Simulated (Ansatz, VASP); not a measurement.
**Cross-check of Te4Pt3 between VASP and Ansatz**

Wanted: the spread between two codes on one cell, functional and k mesh.

Program: Ansatz 0.2.0. Level of theory: plane waves, with VASP 6.6.1 beside it; single point at PBEsol. Results are calculated unless marked as measured.

## Step 1: The structure

The structure is trigonal, space group R-3m (No. 166). Conventional cell: a = 3.988 Å, b = 3.988 Å, c = 35.390 Å, α = 90.00°, β = 90.00°, γ = 120.00°. Pt has 3 Te at 2.64 Å and 3 Pt at 2.73 Å nearest. Nearest to Pt lie 6 Te at 2.67 Å. Te has 3 Pt at 2.67 Å nearest. Te has 3 Pt at 2.64 Å nearest. Farther neighbours and most contacts between anions are not listed.

## Step 2: Ansatz: single point, PBEsol

Ansatz runs on its default PAW (the set named soft_2) files.

With cell and atoms fixed, the geometry can't cause a difference; cores, projectors, grids and the points listed under the comparison can.

input.yaml reads:

```yaml
crystal:
  lattice:
    - [1.994, 1.1512364368, 11.7966666667]
    - [-1.994, 1.1512364368, 11.7966666667]
    - [0.0, -2.3024728735, 11.7966666667]
  atoms:
    - { symbol: Pt, position: [0.854, 0.854, 0.854] }
    - { symbol: Pt, position: [0.146, 0.146, 0.146] }
    - { symbol: Pt, position: [0.0, 0.0, 0.0] }
    - { symbol: Te, position: [0.705, 0.705, 0.705] }
    - { symbol: Te, position: [0.295, 0.295, 0.295] }
    - { symbol: Te, position: [0.557, 0.557, 0.557] }
    - { symbol: Te, position: [0.443, 0.443, 0.443] }
hamiltonian:
  xc: pbesol
  pseudopotentials: { kind: paw }
kpoints:
  mp_grid: { grid: [6, 6, 6] }
scf:
  occupations: { method: gaussian, width: 0.05 }
  n_extra_bands: 5
output:
  forces: true
  stress: true
  eigenvalues: true
```

The run is started by

```
> ansatz run input.yaml --threads 4 --pin off --max-ram 9216MiB --backend cpu --events-out ev --progress --plain --runs-dir out
```

Numbers of over 12 decimals in the logs are rounded to 6 here.

What it wrote:

```text
basis.fft_grid_basis auto: the FFT boxes are laid along the combinations [[1, 0, -1], [0, 1, -1], [0, 0, 1]] of the cell's own vectors, 3.988, 3.988 and 12.019 Å long. The dense box has 27×27×81 points. Along the cell's own vectors, as sized, it would have 81×81×81, 9.00 times as many. Of the 12 symmetry operations that the crystal satisfies within crystal.symmetry.tolerance (time reversal apart; of a slab, those tha [...]
scf.n_extra_bands = 5 over 59 filled bands (N_el = 118.0): the run solves 64 bands
Engine: ansatz 0.2.0, aarch64-unknown-linux-gnu
Pseudopotentials: kind: paw
Pseudopotential: Pt, paw, valence charge 18, recommended cutoff 420 eV (normal), Pt.paw.azcp
Pseudopotential: Te, paw, valence charge 16, recommended cutoff 420 eV (normal), Te.paw.azcp
Functional definition: PBEsol
  exchange = pbesol_x
  correlation = pbesol_c
Crystal: 7 atoms, lattice volume = 162.480 Å³
Basis set: ecut = 420 eV, 3183 PW (Γ), FFT grids on a1−a3, a2−a3, a3, exchange–correlation on 54×54×162 points (8 copies of the dense FFT grid, shifted against one another)
Bands: 64, of which v1, the nominal top of the filled ones, is band 59 counted from 1 (58 counted from 0)
Symmetry: 12 space group operations
Space group: R-3m (ITA 166), of the structure as read, at distance tolerance 5.5e-5 Å
k-points: 32 of 216
Non-local potential: Pt, projectors of the file, l = 0: 3, l = 1: 2, l = 2: 2, l = 3: 1
Non-local potential: Te, projectors of the file, l = 0: 2, l = 1: 2, l = 2: 2, l = 3: 2
PAW form: soft (Blöchl's): semilocal exchange-correlation on the pseudo side does not see the compensation charge
PAW frozen core: Pt, regenerated for the run's functional, and the local potential with it (the file was generated under x = pbe(κ = 0.804, μ = 0.219515), c = pbe(β = 0.066725))
PAW frozen core: Te, regenerated for the run's functional, and the local potential with it (the file was generated under x = pbe(κ = 0.804, μ = 0.219515), c = pbe(β = 0.066725))
PAW one-centre angular grid: Pt, 590 points (default); XC on 64 Gauss nodes
PAW one-centre angular grid: Te, 590 points (default); XC on 64 Gauss nodes
Initial density: superposition of atomic densities (neutral atoms: chi_scale 0, normalization atom), corrected by the library's trained network
Initial wavefunctions: pseudopotential atomic-orbital guess
Functional: x = pbesol(κ = 0.804, μ = 0.123457), c = pbesol(β = 0.046)
SCF iter   1: F=—  HF=-64760.134922 eV  |F-HF|=—  |Δ(HF+E_count)|=         —  Δρ=4.54e-3  dr2=6.48e-2  ethr=1.77e-3  ⟨swp⟩=6.0  Hψ=7874  notcnv=0
preconditioner: auto → LDOS  [insulator: Δε(μ)=0.064 eV  Ē_g=6.396 eV  σ=0.050 eV  W_gap=0.56  n_scr=50 (ndim 8)  ℏωp=21.4 eV  f_vac=0.013  D(μ)=1.95/eV (n_scr^D=4)  ε∞_Penn≈12.2  β→1.0]
SCF iter   2: F=—  HF=-64760.137082 eV  |F-HF|=—  |Δ(HF+E_count)|=   2.16e-3  Δρ=4.40e-3  dr2=4.79e-2  ethr=5.49e-5  ⟨swp⟩=3.0  Hψ=4549  notcnv=0  defer=26
preconditioner: auto → Resta (q_TF=auto, 2.587 Å⁻¹)  ε∞=12.2  [insulator: Δε(μ)=0.077 eV  Ē_g=6.395 eV  σ=0.050 eV  W_gap=0.64  n_scr=50 (ndim 8)  ℏωp=21.4 eV  f_vac=0.010  D(μ)=1.94/eV (n_scr^D=4)  ε∞_Penn≈12.2  β→0.5]
SCF iter   3: F=—  HF=-64760.122886 eV  |F-HF|=—  |Δ(HF+E_count)|=   1.42e-2  Δρ=9.12e-4  dr2=9.62e-4  ethr=4.06e-5  ⟨swp⟩=2.0  Hψ=3660  notcnv=0  defer=26
SCF iter   4: F=—  HF=-64760.122926 eV  |F-HF|=—  |Δ(HF+E_count)|=   3.99e-5  Δρ=3.58e-4  dr2=2.36e-4  ethr=8.16e-7  ⟨swp⟩=2.3  Hψ=3507  notcnv=0  defer=26
SCF iter   5: F=—  HF=-64760.122952 eV  |F-HF|=—  |Δ(HF+E_count)|=   2.67e-5  Δρ=7.76e-5  dr2=2.23e-5  ethr=2.00e-7  ⟨swp⟩=2.0  Hψ=2756  notcnv=0  defer=26
SCF iter   6: F=—  HF=-64760.122967 eV  |F-HF|=—  |Δ(HF+E_count)|=   1.42e-5  Δρ=2.41e-5  dr2=1.27e-6  ethr=1.89e-8  ⟨swp⟩=2.0  Hψ=2859  notcnv=0  defer=26
SCF iter   7: F=—  HF=-64760.122967 eV  |F-HF|=—  |Δ(HF+E_count)|=   2.82e-7  Δρ=7.95e-6  dr2=1.37e-7  ethr=1.07e-9  ⟨swp⟩=2.0  Hψ=3503  notcnv=0  defer=26
SCF iter   8: F=-64760.122967 eV  HF=-64760.122967 eV  |F-HF|=2.91e-10  |Δ(HF+E_count)|=   2.56e-8  Δρ=2.02e-6  dr2=1.04e-8  ethr=8.47e-11  ⟨swp⟩=6.7  Hψ=7723  notcnv=0
SCF 1 converged in 8 iterations: F = -64760.122967 eV  dr2 = 1.04e-8
  greatest PAW one-centre occupation: 1.000 electrons in one spin orbital (limit 2), on the Pt atom at site 2 (counted from 0), in its partial waves of l = 0
SCF converged after 8 iterations
Free energy (F): -64760.122967 eV
Harris-Foulkes:  -64760.122967 eV  (|F-HF|=2.91e-10)
Internal energy: -64760.120554 eV  (E = F + TS)
E sigma→0 (E₀):  -64760.121760 eV
Entropy (-TS):   -0.002413 eV (-0.345 meV/atom)
Fermi energy:    14.156005 eV
--- Per-component energies (eV) ---
  E_band       = -1618.929236
  E_kinetic    = 2642.794531
  E_local      = -11310.376747  (includes V_loc(G=0)·N_el)
  E_nonlocal   = -623.439582
  E_hartree    = 5698.889804
  E_xc         = -1277.381772
  E_vxc        = -1327.814383  (∫ρ·V_xc dr)
  E_paw        = -46289.957268  (= ΣΔE_a)
  E_vpaw       = -2397.871177  (= ΣTr[D̂ρ^β])
  E_aug_tail   = -0.000156  (compensation charges beyond the density's cutoff)
  E_ewald      = -13603.009567
  E_core_change = 2.360204  (= ΣΔE_core)
  E_smearing   = -0.002413  (= −TS)
  E_closure    = 0.000000  (closes the sum)
  Σ components = -64760.122967   (vs F -64760.122967, Δ=0.00e0)
--- Forces (eV/Å), atoms counted from 1 ---
  atom   1  Pt     0.00000000     0.00000000     0.19477753
  atom   2  Pt     0.00000000    -0.00000000    -0.19477753
  atom   3  Pt     0.00000000     0.00000000    -0.00000000
  atom   4  Te     0.00000000     0.00000000     0.07850341
  atom   5  Te     0.00000000    -0.00000000    -0.07850341
  atom   6  Te     0.00000000    -0.00000000    -0.73951367
  atom   7  Te     0.00000000     0.00000000     0.73951367
  max |Σ_I F_I| component: 1.11e-16 eV/Å
--- Stress (GPa, compression-positive) ---
       -1.119445       0.000000       0.000000
        0.000000      -1.119445      -0.000000
        0.000000      -0.000000      -1.366429
  P = ⅓ Tr σ = -1.2018 GPa (-12.018 kbar)
--- Band table (eV; the first three rows and the last of 32) ---
  k-point 0: bands = [... 55 lower, 13.5122, 14.7443, 14.7443, 15.3425, 16.2053, 16.2053, 16.2861, 16.2861, ... 1 higher]
  k-point 1: bands = [... 55 lower, 13.2400, 13.4272, 14.2544, 14.7230, 15.2465, 15.4739, 15.9567, 16.6968, ... 1 higher]
  k-point 2: bands = [... 55 lower, 12.4496, 12.7902, 13.0897, 13.6368, 14.6525, 15.5315, 15.6040, 16.1766, ... 1 higher]
  k-point 31: bands = [... 55 lower, 13.4891, 14.1348, 14.9899, 14.9899, 15.5502, 15.5502, 16.7918, 16.7918, ... 1 higher]
```

The job ended after 4.8 s (4 threads of Arm Neoverse V1, shared host; peak memory 0.68 GiB; 18 s of CPU time).

In the SCF lines HF is the Harris–Foulkes energy and dr2 the Hartree energy of the density residual, in eV; the loop may stop once dr2 is under the threshold and the program's other checks hold. Hψ counts applications of the Hamiltonian.

The run ends at a pressure of -1.20 GPa, with forces up to 0.74 eV/Å.

## Step 3: VASP: single point, PBEsol

The same cell, functional, mesh and smearing now go to VASP, with its own data sets and cutoff.

Lines of VASP's logs that name or quote its potential files are left out, and so is its time.

INCAR reads:

```
SYSTEM = Te4Pt3
PREC = Accurate
ENCUT = 400
EDIFF = 1E-05
NELM = 100
ISMEAR = 0
SIGMA = 0.05
LREAL = .FALSE.
ALGO = Normal
GGA = PS
NBANDS = 34
LORBIT = 11
LWAVE = .FALSE.
LCHARG = .FALSE.
KPAR = 4
```

POSCAR reads:

```
Te4Pt3
1.0
    1.9940000000      1.1512364368     11.7966666667
   -1.9940000000      1.1512364368     11.7966666667
    0.0000000000     -2.3024728735     11.7966666667
Pt Te
3 4
Direct
    0.8540000000      0.8540000000      0.8540000000
    0.1460000000      0.1460000000      0.1460000000
    0.0000000000      0.0000000000      0.0000000000
    0.7050000000      0.7050000000      0.7050000000
    0.2950000000      0.2950000000      0.2950000000
    0.5570000000      0.5570000000      0.5570000000
    0.4430000000      0.4430000000      0.4430000000
```

KPOINTS reads:

```
Automatic mesh
0
Gamma
6 6 6
0 0 0
```

Potentials, in the order of the species: Pt and Te (PBE family, release 64).

The run is started by

```
> mpirun -np 4 vasp_std
```

What it wrote:

```text
[banner, memory and clock lines left out]
running    4 mpi-ranks, on    1 nodes
 distrk:  each k-point on    1 cores,    4 groups
 distr:  one band on    1 cores,    1 groups

 POSCAR found type information on POSCAR PtTe
 POSCAR found :  2 types and       7 ions
|                                                                             |
|               ----> ADVICE to this user running VASP <----                  |
|                                                                             |
|     You enforced a specific xc type in the INCAR file but a different       |
|     [... a line on the potential file left out ...]
|     I HOPE YOU KNOW WHAT YOU ARE DOING!                                     |
|                                                                             |

 LDA part: xc-table for (Slater+PW92), standard interpolation
 POSCAR, INCAR and KPOINTS ok, starting setup
 FFT: planning ... GRIDC
 FFT: planning ... GRID_SOFT
 FFT: planning ... GRID
 WAVECAR not read
 entering main loop
       N       E                     dE             d eps       ncg     rms          rms(c)
DAV:   1     0.249551793407E+03    0.24955E+03   -0.20079E+04  2208   0.112E+03
DAV:   2    -0.237670035555E+02   -0.27332E+03   -0.26443E+03  2622   0.225E+02
DAV:   3    -0.386292053513E+02   -0.14862E+02   -0.14570E+02  2610   0.510E+01
DAV:   4    -0.389124410291E+02   -0.28324E+00   -0.28220E+00  2658   0.780E+00
DAV:   5    -0.389181177075E+02   -0.56767E-02   -0.56713E-02  2558   0.110E+00    0.209E+01
DAV:   6    -0.379397700192E+02    0.97835E+00   -0.49993E+00  2344   0.149E+01    0.131E+01
DAV:   7    -0.377796098740E+02    0.16016E+00   -0.18083E+00  2240   0.101E+01    0.418E+00
DAV:   8    -0.376411963526E+02    0.13841E+00   -0.45313E-01  2286   0.502E+00    0.161E+00
DAV:   9    -0.376381287901E+02    0.30676E-02   -0.71997E-02  2370   0.148E+00    0.845E-01
DAV:  10    -0.376373326766E+02    0.79611E-03   -0.68746E-03  2430   0.486E-01    0.261E-01
DAV:  11    -0.376370027813E+02    0.32990E-03   -0.21022E-03  2514   0.319E-01    0.116E-01
DAV:  12    -0.376369723891E+02    0.30392E-04   -0.43180E-04  2550   0.146E-01    0.317E-02
DAV:  13    -0.376369721887E+02    0.20042E-06   -0.35074E-05  1652   0.325E-02
   1 F= -.37636972E+02 E0= -.37635759E+02  d E =-.242653E-02
```

OUTCAR, selected parts (step 3):

```text
ion  position               nearest neighbor table
   1  0.854  0.854  0.854-   6 2.64   6 2.64   6 2.64   2 2.73   2 2.73   2 2.73   7 3.59   7 3.59
                             7 3.59
   2  0.146  0.146  0.146-   7 2.64   7 2.64   7 2.64   1 2.73   1 2.73   1 2.73   6 3.59   6 3.59
                             6 3.59
   3  0.000  0.000  0.000-   4 2.67   5 2.67   4 2.67   4 2.67   5 2.67   5 2.67
   4  0.705  0.705  0.705-   3 2.67   3 2.67   3 2.67   7 3.42   7 3.42   7 3.42   5 3.56   5 3.56
                             5 3.56
   5  0.295  0.295  0.295-   3 2.67   3 2.67   3 2.67   6 3.42   6 3.42   6 3.42   4 3.56   4 3.56
                             4 3.56
   6  0.557  0.557  0.557-   1 2.64   1 2.64   1 2.64   5 3.42   5 3.42   5 3.42   2 3.59   2 3.59
                             2 3.59
   7  0.443  0.443  0.443-   2 2.64   2 2.64   2 2.64   4 3.42   4 3.42   4 3.42   1 3.59   1 3.59
                             1 3.59

  LATTYP: Found a trigonal (rhomboedric) cell.
 ALAT       =    12.0192647770
 COS(alpha) =     0.9449541606

 Subroutine GETGRP returns: Found 12 space group operations
 (whereof 12 operations were pure point group operations)

The static configuration has the point symmetry D_3d.

 Found     32 irreducible k-points:

   k-points           NKPTS =     32   k-points in BZ     NKDIM =     32   number of bands    NBANDS=     34

   dimension x,y,z NGX =    80 NGY =   80 NGZ =   80
   dimension x,y,z NGXF=   160 NGYF=  160 NGZF=  160

   ENCUT  =  400.0 eV  29.40 Ry    5.42 a.u.  19.60 19.60 19.60*2*pi/ulx,y,z

   NELECT =      54.0000    total number of electrons

 k-points in reciprocal lattice and weights: Automatic mesh
   0.00000000  0.00000000  0.00000000       0.005
   0.16666667  0.00000000  0.00000000       0.028
   0.33333333  0.00000000  0.00000000       0.028
   0.50000000  0.00000000 -0.00000000       0.014
   0.16666667  0.16666667  0.00000000       0.028
   0.33333333  0.16666667 -0.00000000       0.056
   0.50000000  0.16666667  0.00000000       0.056
  -0.33333333  0.16666667  0.00000000       0.056
  -0.16666667  0.16666667  0.00000000       0.028
[...]
-0.33333333  0.50000000  0.33333333       0.028
   0.50000000  0.50000000  0.50000000       0.005

 average (electrostatic) potential at core
       1 -65.2534       2 -65.2534       3 -66.0438       4 -86.4073       5 -86.4073
       6 -86.3466       7 -86.3466

 E-fermi :   8.4396

 k-point     1 :       0.0000    0.0000    0.0000
  band No.  band energies     occupation
    ...
     20       6.6742      2.00000
     21       6.6742      2.00000
     22       6.8475      2.00000
     23       7.7945      2.00000
     24       7.7945      2.00000
     25       9.0263      0.00000
     26       9.0263      0.00000
     27       9.6341      0.00000
     28      10.4848      0.00000
     29      10.4848      0.00000
    ...

 k-point     2 :       0.1667    0.0000    0.0000
  band No.  band energies     occupation
    ...
     21       6.8021      2.00000
     22       6.9363      2.00000
     23       7.4412      2.00000
     24       7.5191      2.00000
     25       7.7124      2.00000
     26       8.5370      0.00587
     27       9.0034      0.00000
     28       9.5249      0.00000
     29       9.7474      0.00000
     30      10.2434      0.00000
    ...

 k-point     3 :       0.3333    0.0000    0.0000
  band No.  band energies     occupation
    ...
     23       6.5665      2.00000
     24       6.7371      2.00000
     25       7.0741      2.00000
     26       7.3701      2.00000
     27       7.9164      2.00000
     28       8.9336      0.00000
     29       9.8033      0.00000
     30       9.8831      0.00000
     31      10.4512      0.00000
     32      11.1512      0.00000
    ...

  Total       -1.2819362     -1.2819362     -1.5266444      0.0000000     -0.0000000     -0.0000000
  in kB      -12.6408637    -12.6408637    -15.0538727      0.0000000     -0.0000000     -0.0000000
  external PRESSURE =     -13.4452000 kB  Pullay stress =       0.0000000 kB

  energy-cutoff  :      400.00
  volume of cell :      162.48
      direct lattice vectors                 reciprocal lattice vectors
     1.994000000  1.151236437 11.796666667     0.250752257  0.144771883  0.028256570
    -1.994000000  1.151236437 11.796666667    -0.250752257  0.144771883  0.028256570
     0.000000000 -2.302472874 11.796666667     0.000000000 -0.289543766  0.028256570

 POSITION                                       TOTAL-FORCE (eV/Angst)
 -----------------------------------------------------------------------------------
      0.00000      0.00000     30.22306         0.000000      0.000000      0.196860
      0.00000      0.00000      5.16694         0.000000     -0.000000     -0.196860
      0.00000      0.00000      0.00000         0.000000     -0.000000     -0.000000
      0.00000      0.00000     24.94995         0.000000      0.000000      0.081149
      0.00000      0.00000     10.44005         0.000000     -0.000000     -0.081149
      0.00000      0.00000     19.71223         0.000000     -0.000000     -0.746207
      0.00000      0.00000     15.67777         0.000000      0.000000      0.746207
 -----------------------------------------------------------------------------------
    total drift:                                0.000000     -0.000000      0.000000

  FREE ENERGIE OF THE ION-ELECTRON SYSTEM (eV)
  ---------------------------------------------------
  free  energy   TOTEN  =       -37.6369721887 eV

  energy  without entropy=      -37.6345456622  energy(sigma->0) =      -37.63575893

 total charge
# of ion       s       p       d       tot
------------------------------------------
    1        0.662   0.549   8.116   9.328
    2        0.662   0.549   8.116   9.328
    3        0.685   0.668   8.105   9.457
    4        1.396   1.863   0.076   3.335
    5        1.396   1.863   0.076   3.335
    6        1.396   1.828   0.084   3.307
    7        1.396   1.828   0.084   3.307
--------------------------------------------------
tot          7.592   9.148  24.657  41.397

[... 3 further parts left out ...]
```

The run ends at a pressure of -1.34 GPa, with forces up to 0.75 eV/Å.

## Step 4: Comparison

Known differences besides the potentials themselves: the data sets hold 118 valence electrons in Ansatz (default PAW (the set named soft_2) files) and 54 in VASP; the cutoff is 420 eV in Ansatz and 400 eV in VASP; Ansatz makes its cores anew for this functional, VASP keeps those of its PBE data sets; VASP leaves aspherical gradient terms in its spheres out (LASPH is not set), Ansatz keeps them. Total energies have different zeros and are not compared.

The two programs side by side:

```tsv
quantity	Ansatz	VASP	difference
pressure (GPa)	-1.20	-1.34	+0.14
```

Forces (eV/Å; atoms numbered as in POSCAR):

```tsv
atom	Ansatz x, y, z	VASP x, y, z
Pt1	0.000, 0.000, 0.195	0.000, 0.000, 0.197
Pt2	0.000, 0.000, -0.195	0.000, 0.000, -0.197
Pt3	0.000, 0.000, 0.000	0.000, 0.000, 0.000
Te4	0.000, 0.000, 0.079	0.000, 0.000, 0.081
Te5	0.000, 0.000, -0.079	0.000, 0.000, -0.081
Te6	0.000, 0.000, -0.740	0.000, 0.000, -0.746
Te7	0.000, 0.000, 0.740	0.000, 0.000, 0.746
```

The forces differ by 2.3 meV/Å r.m.s., which is 1.0 % of the r.m.s. force of 0.24 eV/Å (both taken over all components). Ansatz's pressure holds a Pulay correction of 0.04 GPa; VASP's holds none.

## Step 5: Results

```yaml
r_m_s_force_difference_single_point_pbesol: 0.96 % of the r.m.s. force
```

In words: The r.m.s. force difference is 0.96 % of the r.m.s. force (single point, PBEsol), within the 3 % picked in this series as the mark of a large difference. How closely two codes agree says nothing of how well the functional describes the real material.

[Lines on the potential files, build, host, timing and source positions are cut from VASP's logs without a mark.]

[Logs are printed without paths, hosts, clocks, repeated set-up lines and the standing remarks that a program may print on its own settings, such as how far it seeks lower states.]

[Hosts, paths, dates, database ids (printed as entryN), source tags and the programs' standing remarks are cut or masked in the printed files.]
